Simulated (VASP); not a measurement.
# PbO in VASP: notebook

The runs below take PbO through single point, with PBE+D3(BJ).

Program: VASP 6.6.1. These are calculated values, not measurements. Logs are shortened: lines on timing, memory, paths and dates and some standing lists are left out, and cuts for length are marked.

**1. The slab as given**

The cell holds a slab with vacuum, 4 atoms: a = 4.333 Å, b = 4.333 Å, c = 30.749 Å, α = 90.00°, β = 90.00°, γ = 90.00°.

**2. Single point, PBE+D3(BJ)**

INCAR

```
ALGO = Fast
DIPOL = 0.5 0.5 0.500
EDIFF = 1E-6
ENCUT = 520
GGA = PE
IDIPOL = 3
ISIF = 2
ISMEAR = 0
IVDW = 12
LASPH = T
LCHARG = F
LDIPOL = T
LREAL = F
LWAVE = F
NBANDS = 28
NELM = 80
PREC = Accurate
SIGMA = 0.02
```

KPOINTS

```
k-points
0
Gamma
  6 6 1
```

POSCAR

```
PbO
1.0
    4.3330000000      0.0000000000      0.0000000000
    0.0000000000      4.3330000000      0.0000000000
    0.0000000000      0.0000000000     30.7493267952
Pb O
2 2
Direct
    0.5000000000      0.0000000000      0.4648284983
    0.0000000000      0.5000000000      0.5351715017
    0.0000000000      0.0000000000      0.5000000000
    0.5000000000      0.5000000000      0.5000000000
```

Potentials or basis: VASP PAW PBE potentials, release 64 (Pb_d, O).

The run is started by

```console
> cat potpaw_PBE.64/Pb_d/POTCAR potpaw_PBE.64/O/POTCAR > POTCAR
> mpirun -np 1 vasp_std > vasp.out
```

OUTCAR:

```text
EDIFF = 1E-6
   ENCUT = 520
   GGA = PE
   ISIF = 2
   ISMEAR = 0
   IVDW = 12
   LASPH = T
   LREAL = F
   NELM = 80
   PREC = Accurate
 IVDW          = 12

 ion  position               nearest neighbor table
   1  0.500  0.000  0.465-   3 2.42   4 2.42   4 2.42   3 2.42   2 3.75   2 3.75   2 3.75   2 3.75

   2  0.000  0.500  0.535-   3 2.42   4 2.42   3 2.42   4 2.42   1 3.75   1 3.75   1 3.75   1 3.75

   3  0.000  0.000  0.500-   1 2.42   2 2.42   2 2.42   1 2.42
   4  0.500  0.500  0.500-   1 2.42   2 2.42   1 2.42   2 2.42

  LATTYP: Found a simple tetragonal cell.
 ALAT       =     4.3330000000
 C/A-ratio  =     7.0965443792

  Lattice vectors:

 A1 = (   4.3330000000,   0.0000000000,   0.0000000000)
 A2 = (   0.0000000000,   4.3330000000,   0.0000000000)
 A3 = (   0.0000000000,   0.0000000000,  30.7493267952)

Analysis of symmetry for initial positions (statically):
=====================================================================
 Subroutine PRICEL returns:
 Original cell was already a primitive cell.

 Routine SETGRP: Setting up the symmetry group for a
 simple tetragonal supercell.

 Subroutine GETGRP returns: Found 16 space group operations
 (whereof  8 operations were pure point group operations)
 out of a pool of 16 trial point group operations.

The static configuration has the point symmetry D_2d.
 The point group associated with its full space group is D_4h.

Analysis of symmetry for dynamics (positions and initial velocities):
=====================================================================
 Subroutine PRICEL returns:
 Original cell was already a primitive cell.

 Routine SETGRP: Setting up the symmetry group for a
 simple tetragonal supercell.

 Subroutine GETGRP returns: Found 16 space group operations
 (whereof  8 operations were pure point group operations)
 out of a pool of 16 trial point group operations.

The dynamic configuration has the point symmetry D_2d.
 The point group associated with its full space group is D_4h.

 Subroutine INISYM returns: Found 16 space group operations
 (whereof  8 operations are pure point group operations),
 and found     1 'primitive' translations

----------------------------------------------------------------------------------------

                                     Primitive cell

  volume of cell :     577.3152

  direct lattice vectors                    reciprocal lattice vectors
     4.333000000  0.000000000  0.000000000     0.230786984  0.000000000  0.000000000
[... 83 lines left out ...]
   POTIM  = 0.5000    time-step for ionic-motion
   TEBEG  =    0.0;   TEEND  =   0.0 temperature during run
   PSTRESS=    0.0 pullay stress
   NELECT =      40.0000    total number of electrons
   NUPDOWN=      -1.0000    fix difference up-down
   EMIN   =  10.00;   EMAX   =-10.00  energy-range for DOS
   EFERMI =   0.00;   METHOD = LEGACY
   ISMEAR =     0;   SIGMA  =   0.02  broadening in eV -4-tet -1-fermi 0-gaus
   EFERMI_NEDOS =   21; number of points for ismear=-14 and -15
   IALGO  =     68    algorithm
   IMIX   =      4    mixing-type and parameters
     AMIX     =   0.40;   BMIX     =  1.00
     AMIX_MAG =   1.60;   BMIX_MAG =  1.00
  volume/ion in A,a.u.               =     144.33       973.98
  Fermi-wavevector in a.u.,A,eV,Ry     =   0.672394  1.270640  6.151380  0.452114
  Thomas-Fermi vector in A             =   1.748501
   LORBIT       =      0    0 simple, 1 ext, 2 COOP (PROOUT), +10 PAW based schemes
   GGA     = PE    functional components
   LHFCALC =     F    Hartree Fock is set to
   AEXX    =    0.0000 exact exchange contribution
   IVDW    =    12    specifies the selected vdW correction
   LEPSILON=     F    determine dielectric tensor
   LRPA    =     F    only Hartree local field effects (RPA)
 non-spin polarized calculation
 RMM-DIIS sequential band-by-band and
 Gauss-broadening in eV      SIGMA  =   0.02
  energy-cutoff  :      520.00
  volume of cell :      577.32
 maximum number of plane-waves:     15680
   NGX = 17   NGY = 17   NGZ =115

 number of electron      40.0000000 magnetization

 dipolmoment           0.000000      0.000000     -0.000000 electrons x Angstroem

 Free energy of the ion-electron system (eV)
  ---------------------------------------------------
  ext. energy  EPLUGINS =         0.00000000
  ---------------------------------------------------
  free energy    TOTEN  =       -21.25751865 eV

  energy without entropy =      -21.25751865  energy(sigma->0) =      -21.25751865

 E-fermi :  -2.9542     XC(G=0):  -1.8268

 val. band max:       -3.0496784435   @ k =   0.1667   0.0000   0.0000
 cond. band min:      -1.1065503071   @ k =   0.0000   0.0000   0.0000
 fundamental gap:      1.9431281364
 Fermi energy:        -2.9541814744

 k-point     1 :       0.0000    0.0000    0.0000
  band No.  band energies     occupation
      1     -20.0695      2.00000
      2     -20.0181      2.00000
      3     -18.6860      2.00000
      4     -18.6860      2.00000
      5     -18.6764      2.00000
      6     -18.5823      2.00000
[... 299 lines left out ...]
     27       3.3819      0.00000
     28       3.3819      0.00000

------------------------ aborting loop because EDIFF is reached ----------------------------------------

 vacuum level on the upper side and lower side of the slab       (xc-potential included)        -0.005        -0.005

 Edisp (eV)   -0.47657

 E8    (eV) :    -0.2275

  FORCE on cell =-STRESS in cart. coord.  units (eV):
  Direction    XX          YY          ZZ          XY          YZ          ZX
  --------------------------------------------------------------------------------------
  -------------------------------------------------------------------------------------
  Total      -3.70454    -3.70454    -0.35551     0.00000     0.00000     0.00000
  in kB     -10.28091   -10.28091    -0.98661     0.00000     0.00000     0.00000
  external pressure =       -7.18 kB  Pullay stress =        0.00 kB

 VOLUME and BASIS-vectors are now :
 -----------------------------------------------------------------------------
  energy-cutoff  :      520.00
  volume of cell :      577.32
      direct lattice vectors                 reciprocal lattice vectors
     4.333000000  0.000000000  0.000000000     0.230786984  0.000000000  0.000000000
     0.000000000  4.333000000  0.000000000     0.000000000  0.230786984  0.000000000
     0.000000000  0.000000000 30.749326795     0.000000000  0.000000000  0.032521037

 POSITION                                       TOTAL-FORCE (eV/Angst)
 -----------------------------------------------------------------------------------
      2.16650      0.00000     14.29316        -0.000000      0.000000      0.130051
      0.00000      2.16650     16.45616         0.000000      0.000000     -0.130051
      0.00000      0.00000     15.37466        -0.000000      0.000000      0.000000
      2.16650      2.16650     15.37466        -0.000000     -0.000000      0.000000
 -----------------------------------------------------------------------------------
    total drift:                                0.000000      0.000000      0.000000

  FREE ENERGIE OF THE ION-ELECTRON SYSTEM (eV)
  ---------------------------------------------------
  free  energy   TOTEN  =       -21.7340855753 eV

  energy  without entropy=      -21.7340855753  energy(sigma->0) =      -21.73408558

 vacuum level on the upper side and lower side of the slab         1.220         1.220
```

OSZICAR:

```text
N       E                     dE             d eps       ncg     rms          rms(c)
DAV:   1     0.378242833347E+03    0.37824E+03   -0.15607E+04   680   0.104E+03
DAV:   2     0.472076252444E+02   -0.33104E+03   -0.32357E+03   712   0.304E+02
DAV:   3    -0.235706233952E+02   -0.70778E+02   -0.69929E+02   792   0.144E+02
[... 17 lines left out ...]
RMM:  21    -0.212575114124E+02   -0.91042E-05   -0.13145E-06   538   0.694E-03    0.682E-04
RMM:  22    -0.212575154690E+02   -0.40565E-05   -0.70292E-07   524   0.554E-03    0.862E-04
RMM:  23    -0.212575170769E+02   -0.16079E-05   -0.33725E-07   502   0.504E-03    0.244E-04
RMM:  24    -0.212575184106E+02   -0.13337E-05   -0.24587E-07   473   0.351E-03    0.204E-04
RMM:  25    -0.212575186515E+02   -0.24091E-06   -0.16594E-07   444   0.313E-03
   1 F= -.21734086E+02 E0= -.21734086E+02  d E =-.157502E-12
```

Run time: 9.8 min. Hardware: 1 thread of Intel Xeon Platinum 8375C at 2.90GHz (Ice Lake), shared host; peak memory 0.6 GiB.

Results:

```
Free energy                : -21.7341 eV
Largest force              : 0.130 eV/Å
Band gap on the k mesh     : 1.94 eV, indirect (least direct gap 1.99 eV)
Dispersion energy per atom : -0.119 eV
```

Forces in eV/Å, atoms in the order of the input:
```
Pb   0.000  0.000  0.130
Pb   0.000  0.000 -0.130
O    0.000  0.000  0.000
O    0.000  0.000  0.000
```

Caveat: spin-orbit coupling is left out, which as a rule narrows the gap of such compounds by several tenths of an eV.

**3. Single point, PBE+D3(BJ)**

INCAR

```
PREC = Accurate
ENCUT = 520
EDIFF = 1E-7
ISMEAR = 0
SIGMA = 0.02
LREAL = F
LASPH = T
NELM = 100
ALGO = Fast
ISIF = 2
LWAVE = F
LCHARG = F
LDIPOL = T
IDIPOL = 3
DIPOL = 0.5 0.5 0.500
GGA = PE
IVDW = 12
NBANDS = 28
```

KPOINTS

```
Automatic mesh
0
Gamma
  6 6 1
```

POSCAR, as its differences from that of step 2:

```diff
@@ -8,4 +8,4 @@
 Direct
-    0.5000000000      0.0000000000      0.4648284983
-    0.0000000000      0.5000000000      0.5351715017
+    0.5000000000      0.0000000000      0.4580316015
+    0.0000000000      0.5000000000      0.5419683985
     0.0000000000      0.0000000000      0.5000000000
```

Potentials or basis: VASP PAW PBE potentials, release 64 (Pb_d, O).

The run is started by

```console
> cat potpaw_PBE.64/Pb_d/POTCAR potpaw_PBE.64/O/POTCAR > POTCAR
> mpirun -np 1 vasp_std > vasp.out
```

OUTCAR:

```text
PREC = Accurate
   ENCUT = 520
   EDIFF = 1E-7
   ISMEAR = 0
   LREAL = F
   LASPH = T
   NELM = 100
   ISIF = 2
   GGA = PE
   IVDW = 12
 IVDW          = 12

 ion  position               nearest neighbor table
   1  0.500  0.000  0.458-   3 2.52   4 2.52   4 2.52   3 2.52   2 4.01   2 4.01   2 4.01   2 4.01

   2  0.000  0.500  0.542-   3 2.52   4 2.52   3 2.52   4 2.52   1 4.01   1 4.01   1 4.01   1 4.01

   3  0.000  0.000  0.500-   1 2.52   2 2.52   2 2.52   1 2.52
   4  0.500  0.500  0.500-   1 2.52   2 2.52   1 2.52   2 2.52

  LATTYP: Found a simple tetragonal cell.
 ALAT       =     4.3330000000
 C/A-ratio  =     7.0965443792

  Lattice vectors:

 A1 = (   4.3330000000,   0.0000000000,   0.0000000000)
 A2 = (   0.0000000000,   4.3330000000,   0.0000000000)
 A3 = (   0.0000000000,   0.0000000000,  30.7493267952)

Analysis of symmetry for initial positions (statically):
=====================================================================
 Subroutine PRICEL returns:
 Original cell was already a primitive cell.

 Routine SETGRP: Setting up the symmetry group for a
 simple tetragonal supercell.

 Subroutine GETGRP returns: Found 16 space group operations
 (whereof  8 operations were pure point group operations)
 out of a pool of 16 trial point group operations.

The static configuration has the point symmetry D_2d.
 The point group associated with its full space group is D_4h.

Analysis of symmetry for dynamics (positions and initial velocities):
=====================================================================
 Subroutine PRICEL returns:
 Original cell was already a primitive cell.

 Routine SETGRP: Setting up the symmetry group for a
 simple tetragonal supercell.

 Subroutine GETGRP returns: Found 16 space group operations
 (whereof  8 operations were pure point group operations)
 out of a pool of 16 trial point group operations.

The dynamic configuration has the point symmetry D_2d.
 The point group associated with its full space group is D_4h.

 Subroutine INISYM returns: Found 16 space group operations
 (whereof  8 operations are pure point group operations),
[... 113 lines left out ...]
   IVDW    =    12    specifies the selected vdW correction
   LEPSILON=     F    determine dielectric tensor
   LRPA    =     F    only Hartree local field effects (RPA)
 non-spin polarized calculation
 RMM-DIIS sequential band-by-band and
 Gauss-broadening in eV      SIGMA  =   0.02
  energy-cutoff  :      520.00
  volume of cell :      577.32
 maximum number of plane-waves:     15680
   NGX = 17   NGY = 17   NGZ =115

 dipolmoment           0.000000      0.000000      0.000000 electrons x Angstroem

 number of electron      39.9999998 magnetization

 dipolmoment           0.000000      0.000000     -0.000000 electrons x Angstroem

 Free energy of the ion-electron system (eV)
  ---------------------------------------------------
  ext. energy  EPLUGINS =         0.00000000
  ---------------------------------------------------
  free energy    TOTEN  =       -20.77921867 eV

  energy without entropy =      -20.77921867  energy(sigma->0) =      -20.77921867

 E-fermi :  -2.8619     XC(G=0):  -1.8922

 val. band max:       -2.9755566717   @ k =   0.5000   0.5000   0.0000
 cond. band min:      -0.8734816119   @ k =   0.0000   0.0000   0.0000
 fundamental gap:      2.1020750597
 Fermi energy:        -2.8619205233

 k-point     1 :       0.0000    0.0000    0.0000
  band No.  band energies     occupation
      1     -19.3422      2.00000
      2     -19.1902      2.00000
      3     -18.6344      2.00000
      4     -18.6344      2.00000
      5     -18.6310      2.00000
      6     -18.5980      2.00000
[... 299 lines left out ...]
     27       3.3334      0.00000
     28       3.3334      0.00000

------------------------ aborting loop because EDIFF is reached ----------------------------------------

 vacuum level on the upper side and lower side of the slab       (xc-potential included)        -0.006        -0.006

 Edisp (eV)   -0.51381

 E8    (eV) :    -0.2473

  FORCE on cell =-STRESS in cart. coord.  units (eV):
  Direction    XX          YY          ZZ          XY          YZ          ZX
  --------------------------------------------------------------------------------------
  -------------------------------------------------------------------------------------
  Total      -6.82495    -6.82495    -5.64781     0.00000     0.00000     0.00000
  in kB     -18.94075   -18.94075   -15.67393     0.00000     0.00000     0.00000
  external pressure =      -17.85 kB  Pullay stress =        0.00 kB

 VOLUME and BASIS-vectors are now :
 -----------------------------------------------------------------------------
  energy-cutoff  :      520.00
  volume of cell :      577.32
      direct lattice vectors                 reciprocal lattice vectors
     4.333000000  0.000000000  0.000000000     0.230786984  0.000000000  0.000000000
     0.000000000  4.333000000  0.000000000     0.000000000  0.230786984  0.000000000
     0.000000000  0.000000000 30.749326795     0.000000000  0.000000000  0.032521037

 POSITION                                       TOTAL-FORCE (eV/Angst)
 -----------------------------------------------------------------------------------
      2.16650      0.00000     14.08416         0.000000      0.000000      2.159385
      0.00000      2.16650     16.66516        -0.000000      0.000000     -2.159385
      0.00000      0.00000     15.37466         0.000000      0.000000      0.000000
      2.16650      2.16650     15.37466         0.000000     -0.000000      0.000000
 -----------------------------------------------------------------------------------
    total drift:                                0.000000      0.000000      0.000000

  FREE ENERGIE OF THE ION-ELECTRON SYSTEM (eV)
  ---------------------------------------------------
  free  energy   TOTEN  =       -21.2930296598 eV

  energy  without entropy=      -21.2930296598  energy(sigma->0) =      -21.29302966

 vacuum level on the upper side and lower side of the slab         1.164         1.164
```

It took 10 min on 1 thread of Intel Xeon Platinum 8375C at 2.90GHz (Ice Lake), shared host; peak memory 0.64 GiB.

What came out:

```
Free energy                : -21.2930 eV
Largest force              : 2.159 eV/Å
Band gap on the k mesh     : 2.10 eV, indirect (least direct gap 2.11 eV)
Dispersion energy per atom : -0.128 eV
```

Forces in eV/Å, atoms in the order of the input:
```
Pb   0.000  0.000  2.159
Pb   0.000  0.000 -2.159
O    0.000  0.000  0.000
O    0.000  0.000  0.000
```

Levels at points of the mesh, in eV from the valence-band top:
```
           k point  band 17  band 18  band 19  band 20  band 21  band 22  band 23  band 24
(0.00, 0.00, 0.00)    -0.61    -0.50    -0.50    -0.01     2.10     2.21     4.10     4.17
(0.50, 0.00, 0.00)    -1.52    -1.52    -0.52    -0.52     3.06     3.06     4.04     4.04
(0.50, 0.50, 0.00)    -1.28    -1.28     0.00     0.00     2.67     2.67     4.53     4.53
```

Caveat: spin-orbit coupling is left out, which as a rule narrows the gap of such compounds by several tenths of an eV.
